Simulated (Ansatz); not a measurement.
Crystal: CuO.

```xyz
4
Lattice="2.8795 0.0000 0.0000 0.0391 2.8793 0.0000 0.0175 0.0172 5.1763" Properties=species:S:1:pos:R:3 pbc="T T T"
Cu    0.0195    1.4396    0.0000
Cu    1.4485    0.0086    2.5882
O     2.8881    0.0177    3.8817
O     0.0479    2.8788    1.2947
```

The cell comes from a database or a generator and needn't be the stable form of this composition.

Base run:

```yaml
Program: Ansatz 0.2.0
Functional: LDA
Potentials_or_basis: Ansatz PAW
Cutoff: 420 eV
Density_cutoff: 1680 eV
k_mesh: 9 × 9 × 5
Occupations: fermi-dirac, width 0.05 eV
Spin: no spin polarisation
```

Its results: band gap on the k mesh none (metal or under the smearing width); pressure -8.5 GPa; largest force 0.015 eV/Å.

Task: After a change of settings the same cell gave: band gap on the k mesh none (metal or under the smearing width); pressure -2.0 GPa; largest force 0.013 eV/Å. Which change was it?
A. functional from LDA to r2SCAN; cutoff from 420 eV to 500 eV; density cutoff from 1680 eV to 2000 eV
B. hubbard terms from none to Cu d U = 4.5 eV; hubbard projectors from none to ortho-atomic (the default)
C. functional from LDA to PBEsol

Result: C.

PBEsol binds less tightly than LDA, so the same cell stands under more pressure.

Caveats: the run has no spin polarisation, though such a crystal can be magnetic; semilocal functionals often make such compounds metallic where correlation or magnetic order opens a gap, which also shifts bond lengths; the PAW data sets come from PBE, with cores solved anew for the run's functional, which leaves a small shift of forces and pressure.

Not every run made on this cell is shown here.
